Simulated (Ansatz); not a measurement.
Si$_{2}$W, DFT, PBE, all-electron LAPW, scalar-relativistic (Ansatz 0.2.0), run on 1 thread of Arm Neoverse V1 on a shared host.

The cell is COD entry 1010283, as deposited and not checked against the literature; nothing was relaxed. It differs from other determinations. The listed cell was then made from it by scaling, straining or moving an atom.

Command: `ansatz run input.yaml --threads 1 --pin off --max-ram 6144MiB --backend cpu --events-out ev --progress --plain --runs-dir out`

```yaml
crystal:
  lattice:
    - [-1.66146, 1.58266, 3.94]
    - [1.58266, -1.66146, 3.94]
    - [1.62934, 1.62934, -3.97212]
  atoms:
    - { symbol: Si, position: [0.333, 0.333, 0.0] }
    - { symbol: Si, position: [0.667, 0.667, 0.0] }
    - { symbol: W, position: [0.0, 0.0, 0.0] }
kpoints:
  mp_grid: { grid: [11, 11, 14] }
  band_path:
    path:
      - [0.0, 0.0, 0.0]
      - [-0.5, -0.5, 0.5]
      - [-0.9255642416, -0.0744357584, 0.5]
      - [-0.0744357584, 0.0744357584, -0.5]
      - [0.0, 0.0, -0.5]
      - [0.0, 0.0, 0.0]
      - [-0.5, 0.5, 0.0]
      - [-0.5, 0.0, 0.0]
      - [0.0, 0.0, 0.0]
    npoints: 5
scf:
  occupations: { method: fermi_dirac, width: 0.05 }
hamiltonian:
  xc: pbe
  pseudopotentials: { kind: all_electron, lapw: { basis_error: 0.001 } }
output:
  forces: true
  stress: true
  eigenvalues: true
```

How large is the problem that the program sets up?

468 irreducible k-points, 363 plane waves at Γ, 38 bands.

About how long does it take, and how much memory does it use?

3 min of wall time for 9 SCF iterations, with a peak of 1.6 GiB. Times on shared machines scatter by tens of per cent.
